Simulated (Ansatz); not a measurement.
Recipe of this trial structure of MnF2: random cell by space group and Wyckoff sites (P4/mmm, No. 123). Its size is a rough estimate.

```cif
data_structure
_symmetry_space_group_name_H-M 'P 1'
_symmetry_Int_Tables_number 1
_cell_length_a 3.2603
_cell_length_b 3.2603
_cell_length_c 3.8066
_cell_angle_alpha 90.000
_cell_angle_beta 90.000
_cell_angle_gamma 90.000
_cell_volume 40.46
loop_
_atom_site_label
_atom_site_type_symbol
_atom_site_fract_x
_atom_site_fract_y
_atom_site_fract_z
_atom_site_occupancy
Mn1 Mn 0.00000 0.00000 0.00000 1
F1 F 0.50000 0.50000 0.00000 1
F2 F 0.00000 0.00000 0.50000 1
```

All numbers below come from Ansatz 0.2.0, DFT PBE, scalar-relativistic, plane waves, PAW. Cutoff 420 eV, Gaussian smearing, Γ-centred meshes. Cell and atoms relax first on a coarse mesh and then on a converged one. In between, the cell is made exact in the group found at 0.06 Å. The steps can't lower the symmetry of their start. Collinear spin, starting moments Mn 4.0 μB.

A guess keeps its type if space group and coordination stay and the shape of the cell changes little (axis ratios within about 15 %, angles within 6°); the volume may change.

**Question.** Does this structure survive the relaxation?

**Answer.** It keeps its type. The symmetry stays P4/mmm (No. 123). The volume per atom grows by 2.3 %, from 13.5 to 13.8 Å³. The shortest distance goes from 1.90 Å (Mn–F) to 1.98 Å (Mn–F). The ratio c/a of the conventional cell changes by a factor of 1.05. Counting neighbours within 15 % of an atom's shortest distance, the start has F 2/4, Mn 2 and the end F 2/4, Mn 2.

The last run used collinear spin, a 12×12×10 mesh (in the run's order of axes) for its 3-atom cell and Gaussian smearing of 0.02 eV. No Hubbard U is applied to the 3d shell of Mn. Another magnetic order may lie lower. A structure relaxed within its symmetry needn't be a true minimum. Another cell of MnF2 relaxed alike, in Fm-3m, lies 72 meV/atom lower, so this cell isn't the stable form at this level.

In counts of neighbours, a slash parts the counts of unlike sites.
